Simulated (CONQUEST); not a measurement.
# Sn (Fd-3m) in CONQUEST: further runs

Runs on Sn. Level: PBE. Tasks: single point.

Program: CONQUEST 1.3. These are calculated values, not measurements. Logs are shortened: lines on timing, memory, paths and dates and some standing lists are left out, and cuts for length are marked.

**1. The undisturbed crystal**

Symmetry: Fd-3m, No. 227, cubic system. Conventional cell: a = 6.467 Å, b = 6.467 Å, c = 6.467 Å, α = 90.00°, β = 90.00°, γ = 90.00°. Around Sn (site symmetry -43m) lie 4 Sn at 2.80 Å.

This isn't the form of Sn at room conditions, which is tetragonal (white tin).

**2. Single point, PBE (atoms moved at random, drawn with an rms of 0.05 Å)**

Input file Conquest_input:

```
IO.Title Sn
IO.Coordinates coords.dat
IO.FractionalAtomicCoords T
IO.Iprint 2
IO.Iprint_init 1
General.NumberOfSpecies 1
General.PseudopotentialType hamann
AtomMove.TypeOfRun static
AtomMove.FullStress T
Grid.GridCutoff 80
DM.SolutionMethod diagon
Diag.MPMesh T
Diag.GammaCentred T
Diag.MPMeshX 6
Diag.MPMeshY 6
Diag.MPMeshZ 4
Diag.kT 0.00183747
minE.SCTolerance 1e-6
SC.MaxIters 100
IO.AtomChargeOutput T
%block ChemicalSpeciesLabel
1 118.710 Sn
%endblock
```

Input file coords.dat:

```
    8.6410320509     0.0000000000     0.0000000000
    0.0000000000     8.6410320509     0.0000000000
    0.0000000000     0.0000000000    12.2202647181
4
  0.0177595000   0.4961525000   0.2551715000 1 T T T
  0.5177595000   0.9961525000   0.7551715000 1 T T T
  0.0018455000   0.9928345000   0.5018365000 1 T T T
  0.5018455000   0.4928345000   0.0018365000 1 T T T
```

Potentials or basis: PseudoDojo NC PBE, DZP, grid cutoff 80 Ha.

Command:

```
Conquest
```

The program printed:

```text
Simulation cell dimensions:     8.6410 a0 x     8.6410 a0 x    12.2203 a0

      Atomic coordinates (a0)
         Atom         X         Y         Z  Species
            1    0.1535    4.2873    3.1183        1
            2    4.4740    8.6078    9.2284        1
            3    0.0159    8.5791    6.1326        1
            4    4.3365    4.2586    0.0224        1

         Monkhorst-Pack mesh:   6 x   6 x   4 gamma-centred
        This calculation includes non-local pseudopotentials,
         with a maximum core radius of      7.58370955

    Job title: Sn
    Job to be run: static calculation

[... 5 lines left out ...]
      Using Fermi-Dirac smearing

    Integration grid size:     36 x   36 x   60

    Integration grid spacing:  0.240 a0 x 0.240 a0 x 0.204 a0

    Number of species:  1
    --------------------------------------------------------
    |   #  mass (au)  Charge (e)  SF Rad (a0)  NSF  Label  |
    --------------------------------------------------------
    |   1    118.710      14.000        7.921   18  Sn     |
    --------------------------------------------------------
          SCF tolerance:                 0.00000100
          SCF iterations:               100

    The functional used will be GGA PBE96

           radial cut-off to be used is taken to be max PAO cut-off radius for this species:    7.583710

           greatest ang. mom. for making density from PAOs:  2
    Minimum blocs/proc is     1215. Maximum blocs/proc is     1215
    set_atom_dens: In set_atomic_density, electrons :      56.000000000000
 matrix_size & matrix_size_padH =           72          72

    Screened ion int: energy:    -235.415511665101 Ha

    new_SC_potl: Starting.  Tolerance:  0.10000E-05

    PulayMixSC: Starting Pulay mixing, A_up =  0.500 A_dn =  0.500
    PulayMixSC: Spin non-polarised calculation.
          Harris-Foulkes Energy            :      -315.180383393638522 Ha
          GroundState Energy (E-(1/2)TS)   :      -315.180441888227847 Ha
          Free Energy (E-TS)               :      -315.180500382817172 Ha
          DFT Total Energy                 :      -315.166697016976968 Ha
          Total number of electrons        :        56.000000000000227
    PulayMixSC: Pulay iteration     1 residual:              0.13902E-02
          Harris-Foulkes Energy            :      -315.171788397547402 Ha
          GroundState Energy (E-(1/2)TS)   :      -315.171845512495167 Ha
          Free Energy (E-TS)               :      -315.171902627442989 Ha
          DFT Total Energy                 :      -315.170624627772895 Ha
          Total number of electrons        :        56.000044643691901
    PulayMixSC: Pulay iteration     2 residual:              0.52415E-03
          Harris-Foulkes Energy            :      -315.170948705747605 Ha
          GroundState Energy (E-(1/2)TS)   :      -315.171005844607521 Ha
          Free Energy (E-TS)               :      -315.171062983467436 Ha
          DFT Total Energy                 :      -315.170936280709270 Ha
          Total number of electrons        :        56.000077943533213
    PulayMixSC: Pulay iteration     3 residual:              0.10585E-03
          Harris-Foulkes Energy            :      -315.170941328949482 Ha
          GroundState Energy (E-(1/2)TS)   :      -315.170998720007390 Ha
          Free Energy (E-TS)               :      -315.171056111065298 Ha
          DFT Total Energy                 :      -315.170941067602143 Ha
          Total number of electrons        :        56.000089210125076
    PulayMixSC: Pulay iteration     4 residual:              0.95633E-05
          Harris-Foulkes Energy            :      -315.170941242761614 Ha
          GroundState Energy (E-(1/2)TS)   :      -315.170998575325541 Ha
          Free Energy (E-TS)               :      -315.171055907889468 Ha
          DFT Total Energy                 :      -315.170941211643083 Ha
          Total number of electrons        :        56.000088872426659
    PulayMixSC: Pulay iteration     5 residual:              0.15482E-05
          Harris-Foulkes Energy            :      -315.170941092970679 Ha
          GroundState Energy (E-(1/2)TS)   :      -315.170998426972517 Ha
          Free Energy (E-TS)               :      -315.171055760974411 Ha
          DFT Total Energy                 :      -315.170941090959218 Ha
          Total number of electrons        :        56.000088651008454
    PulayMixSC: Pulay iteration     6 residual:              0.36492E-06
    PulayMixSC: Reached SCF tolerance of  0.36492E-06 after      6 iterations
      | Number of electrons      =        56.000089
      |* band energy as 2Tr[K.H] =       -42.986537492156650 Ha
      |  screened ion-ion energy =      -235.415511665101150 Ha
      |  Ha correction           =         1.086190376006208 Ha
      |  XC correction           =       -37.855078375552665 Ha
      | GS Energy as E-(1/2)TS   =      -315.170998426972517 Ha
      | Free Energy as E-TS      =      -315.171055760974411 Ha
      |* Harris-Foulkes energy   =      -315.170941092970679 Ha
      |* DFT total energy        =      -315.170941090959218 Ha
      |  estimated accuracy      =        -0.000000002011461 Ha

    force: Forces on atoms (Ha/a0)
    force:  Atom   X              Y              Z
    force:     1  -0.0114927832  -0.0027270356  -0.0021348151
    force:     2  -0.0114927832  -0.0027270356  -0.0021348151
    force:     3   0.0113245526   0.0025920215   0.0021220107
    force:     4   0.0113245526   0.0025920215   0.0021220107

    force: Maximum force :        0.01149278(Ha/a0) on atom         1 in x direction
    force: Force Residual:        0.01190683 Ha/a0
    force: Total stress:         -3.36369709     0.03732038     1.67142185 GPa
                             0.03732038    -4.27478181    -0.38853672
                             1.67142185    -0.38853672    -3.69463482
    force: Average pressure:      3.77770457 GPa

    force: Finished force
    get_E_and_F: Change in energy during last step of electronic optimisation:  0.14979E-06

    BIBLIOGRAPHY: Please consider citing the following references in the conquest.bib file

    CONQUEST:         Bowler2002pt, Miyazaki2004, Nakata2020
    Basis:            Bowler2019
    DM:               Bowler:2006xr
    Pseudopotentials: Hamann2013, Bowler2019
    XC functional:    Perdew1996
```

Wall time 34 s (1 thread of Intel Xeon 6975P-C (Granite Rapids), shared host); peak memory 0.53 GiB.

Results:

```
Free energy            : -8576.2413 eV
Pressure               : 3.8 GPa
Largest force          : 0.617 eV/Å
Band gap on the k mesh : none (metal or under the smearing width)
```

Forces in eV/Å, atoms in the order of the input:
```
Sn  -0.591 -0.140 -0.110
Sn  -0.591 -0.140 -0.110
Sn   0.582  0.133  0.109
Sn   0.582  0.133  0.109
```

Caveat: the basis of atomic orbitals isn't converged, which shifts pressures, moduli and gaps.

**3. Single point, PBE (atoms moved at random, drawn with an rms of 0.05 Å)**

Conquest_input: that of step 2 with these lines changed.

```diff
@@ -9,3 +9,3 @@
 AtomMove.FullStress T
-Grid.GridCutoff 80
+Grid.GridCutoff 100
 DM.SolutionMethod diagon
```

coords.dat is that of step 2.

Potentials or basis: PseudoDojo NC PBE, DZP, grid cutoff 100 Ha.

Command:

```
Conquest
```

Wall time 36 s (1 thread of Intel Xeon 6975P-C (Granite Rapids), shared host); peak memory 0.65 GiB.

Results (log left out):

```yaml
Free_energy: -8576.2415 eV
Pressure: 3.8 GPa
Largest_force: 0.601 eV/Å
Band_gap_on_the_k_mesh: none (metal or under the smearing width)
```

Forces on the atoms (eV/Å):
```
Sn  -0.572 -0.123 -0.113
Sn  -0.572 -0.123 -0.113
Sn   0.573  0.143  0.111
Sn   0.573  0.143  0.111
```

Caveat: the basis of atomic orbitals isn't converged, which shifts pressures, moduli and gaps.

**4. Single point, PBE (atoms moved at random, drawn with an rms of 0.05 Å)**

Conquest_input: that of step 3 with these lines changed.

```diff
@@ -9,3 +9,3 @@
 AtomMove.FullStress T
-Grid.GridCutoff 100
+Grid.GridCutoff 150
 DM.SolutionMethod diagon
```

coords.dat is that of step 3.

Potentials or basis: PseudoDojo NC PBE, DZP, grid cutoff 150 Ha.

Command:

```
Conquest
```

Run time: 45 s. Hardware: 1 thread of Intel Xeon 6975P-C (Granite Rapids), shared host; peak memory 1 GiB.

Results (log left out):

- Free energy: -8576.2415 eV
- Pressure: 3.8 GPa
- Largest force: 0.599 eV/Å
- Band gap on the k mesh: none (metal or under the smearing width)

Forces on the atoms (eV/Å):
```
Sn  -0.573 -0.130 -0.114
Sn  -0.573 -0.130 -0.114
Sn   0.573  0.138  0.108
Sn   0.573  0.138  0.108
```

Caveat: the basis of atomic orbitals isn't converged, which shifts pressures, moduli and gaps.

**5. Single point, PBE (atoms moved at random, drawn with an rms of 0.05 Å)**

Conquest_input: that of step 4 with these lines changed.

```diff
@@ -9,3 +9,3 @@
 AtomMove.FullStress T
-Grid.GridCutoff 150
+Grid.GridCutoff 200
 DM.SolutionMethod diagon
```

coords.dat is that of step 4.

Potentials or basis: PseudoDojo NC PBE, DZP, grid cutoff 200 Ha.

Command:

```
Conquest
```

The program printed:

```text
Simulation cell dimensions:     8.6410 a0 x     8.6410 a0 x    12.2203 a0

      Atomic coordinates (a0)
         Atom         X         Y         Z  Species
            1    0.1535    4.2873    3.1183        1
            2    4.4740    8.6078    9.2284        1
            3    0.0159    8.5791    6.1326        1
            4    4.3365    4.2586    0.0224        1

         Monkhorst-Pack mesh:   6 x   6 x   4 gamma-centred
        This calculation includes non-local pseudopotentials,
         with a maximum core radius of      7.58370955

    Job title: Sn
    Job to be run: static calculation

[... 5 lines left out ...]
      Using Fermi-Dirac smearing

    Integration grid size:     60 x   60 x   80

    Integration grid spacing:  0.144 a0 x 0.144 a0 x 0.153 a0

    Number of species:  1
    --------------------------------------------------------
    |   #  mass (au)  Charge (e)  SF Rad (a0)  NSF  Label  |
    --------------------------------------------------------
    |   1    118.710      14.000        7.790   18  Sn     |
    --------------------------------------------------------
          SCF tolerance:                 0.00000100
          SCF iterations:               100

    The functional used will be GGA PBE96

           radial cut-off to be used is taken to be max PAO cut-off radius for this species:    7.583710
[... 28 lines left out ...]
          Total number of electrons        :        56.000078796510309
[... 4 lines left out ...]
          DFT Total Energy                 :      -315.170937462193876 Ha
          Total number of electrons        :        56.000087945768790
    PulayMixSC: Pulay iteration     4 residual:              0.95626E-05
          Harris-Foulkes Energy            :      -315.170937225815010 Ha
          GroundState Energy (E-(1/2)TS)   :      -315.170994521878583 Ha
          Free Energy (E-TS)               :      -315.171051817942157 Ha
          DFT Total Energy                 :      -315.170937194612407 Ha
          Total number of electrons        :        56.000089954146425
    PulayMixSC: Pulay iteration     5 residual:              0.15486E-05
          Harris-Foulkes Energy            :      -315.170937470731587 Ha
          GroundState Energy (E-(1/2)TS)   :      -315.170994768479716 Ha
          Free Energy (E-TS)               :      -315.171052066227787 Ha
          DFT Total Energy                 :      -315.170937468681871 Ha
          Total number of electrons        :        56.000088210576408
    PulayMixSC: Pulay iteration     6 residual:              0.36764E-06
    PulayMixSC: Reached SCF tolerance of  0.36764E-06 after      6 iterations
      | Number of electrons      =        56.000088
      |* band energy as 2Tr[K.H] =       -42.986563636621447 Ha
      |  screened ion-ion energy =      -235.415511665101150 Ha
      |  Ha correction           =         1.086223994215170 Ha
      |  XC correction           =       -37.855082217212093 Ha
      | GS Energy as E-(1/2)TS   =      -315.170994768479716 Ha
      | Free Energy as E-TS      =      -315.171052066227787 Ha
      |* Harris-Foulkes energy   =      -315.170937470731587 Ha
      |* DFT total energy        =      -315.170937468681871 Ha
      |  estimated accuracy      =        -0.000000002049717 Ha

    force: Forces on atoms (Ha/a0)
    force:  Atom   X              Y              Z
    force:     1  -0.0112593144  -0.0026603563  -0.0021883043
    force:     2  -0.0112593144  -0.0026603563  -0.0021883043
    force:     3   0.0113062731   0.0025625255   0.0021579471
    force:     4   0.0113062731   0.0025625255   0.0021579471

    force: Maximum force :        0.01130627(Ha/a0) on atom         4 in x direction
    force: Force Residual:        0.01178332 Ha/a0
    force: Total stress:         -3.37431236     0.03530180     1.66561467 GPa
                             0.03530180    -4.27020107    -0.38815707
                             1.66561467    -0.38815707    -3.70428421
    force: Average pressure:      3.78293255 GPa

    force: Finished force
    get_E_and_F: Change in energy during last step of electronic optimisation: -0.24492E-06

    BIBLIOGRAPHY: Please consider citing the following references in the conquest.bib file

    CONQUEST:         Bowler2002pt, Miyazaki2004, Nakata2020
    Basis:            Bowler2019
    DM:               Bowler:2006xr
    Pseudopotentials: Hamann2013, Bowler2019
    XC functional:    Perdew1996
```

Run time: 63 s. Hardware: 1 thread of Intel Xeon 6975P-C (Granite Rapids), shared host; peak memory 1.6 GiB.

Results:

```
Free energy            : -8576.2412 eV
Pressure               : 3.8 GPa
Largest force          : 0.606 eV/Å
Band gap on the k mesh : none (metal or under the smearing width)
```

Forces on the atoms (eV/Å):
```
Sn  -0.579 -0.137 -0.113
Sn  -0.579 -0.137 -0.113
Sn   0.581  0.132  0.111
Sn   0.581  0.132  0.111
```

Caveat: the basis of atomic orbitals isn't converged, which shifts pressures, moduli and gaps.

**6. Single point, PBE (atoms moved at random, drawn with an rms of 0.05 Å)**

Conquest_input: that of step 5 with these lines changed.

```diff
@@ -9,3 +9,3 @@
 AtomMove.FullStress T
-Grid.GridCutoff 200
+Grid.GridCutoff 300
 DM.SolutionMethod diagon
```

coords.dat is that of step 5.

Potentials or basis: PseudoDojo NC PBE, DZP, grid cutoff 300 Ha.

Command:

```
Conquest
```

It took 97 s on 1 thread of Intel Xeon 6975P-C (Granite Rapids), shared host; peak memory 2.7 GiB.

Results (log left out):

```
Free energy            : -8576.2413 eV
Pressure               : 3.8 GPa
Largest force          : 0.607 eV/Å
Band gap on the k mesh : none (metal or under the smearing width)
```

Forces on the atoms (eV/Å):
```
Sn  -0.583 -0.131 -0.111
Sn  -0.583 -0.131 -0.111
Sn   0.577  0.134  0.112
Sn   0.577  0.134  0.112
```

Levels at points of the mesh, in eV from the Fermi level:
| k point | band 26 | band 27 | band 28 | band 29 | band 30 | band 31 |
| --- | --- | --- | --- | --- | --- | --- |
| (0.00, 0.00, 0.00) | -0.62 | -0.15 | 0.01 | 0.35 | 0.71 | 0.79 |
| (0.00, 0.00, 0.50) | -1.68 | -1.61 | -1.61 | 0.99 | 0.99 | 2.27 |
| (0.00, 0.50, 0.00) | -3.12 | -1.19 | -1.19 | 1.62 | 1.62 | 3.97 |
| (0.00, 0.50, 0.50) | -1.34 | -1.01 | -1.01 | -0.02 | 0.03 | 2.97 |
| (0.50, 0.00, 0.00) | -3.10 | -1.29 | -1.29 | 1.56 | 1.56 | 4.08 |
| (0.50, 0.00, 0.50) | -1.28 | -1.14 | -1.04 | -0.17 | 0.08 | 3.06 |
| (0.50, 0.50, 0.00) | -2.59 | -2.50 | -2.48 | 0.62 | 0.67 | 0.84 |
| (0.50, 0.50, 0.50) | -3.23 | -3.07 | -3.07 | 3.56 | 3.56 | 3.61 |

Caveat: the box holds several primitive cells, so bands are folded and the points are those of the box's own zone; the basis of atomic orbitals isn't converged, which shifts pressures, moduli and gaps.

**7. Summary**

```csv
potentials or basis,gap on the mesh (eV),pressure (GPa),largest force (eV/Å)
"PseudoDojo NC PBE, DZP, grid cutoff 80 Ha",none,3.8,0.62
"PseudoDojo NC PBE, DZP, grid cutoff 100 Ha",none,3.8,0.60
"PseudoDojo NC PBE, DZP, grid cutoff 150 Ha",none,3.8,0.60
"PseudoDojo NC PBE, DZP, grid cutoff 200 Ha",none,3.8,0.61
"PseudoDojo NC PBE, DZP, grid cutoff 300 Ha",none,3.8,0.61
```

Alike in all rows: task single point; level PBE; no spin polarisation; cell atoms moved at random, drawn with an rms of 0.05 Å; k mesh 6 × 6 × 4; smearing fermi-dirac 0.05 eV.

Caveats: the basis of atomic orbitals isn't converged, which shifts pressures, moduli and gaps; the box holds several primitive cells, so bands are folded and the points are those of the box's own zone (some runs).

Total energies depend on the potentials used, so only differences within one code and one set of settings carry meaning.
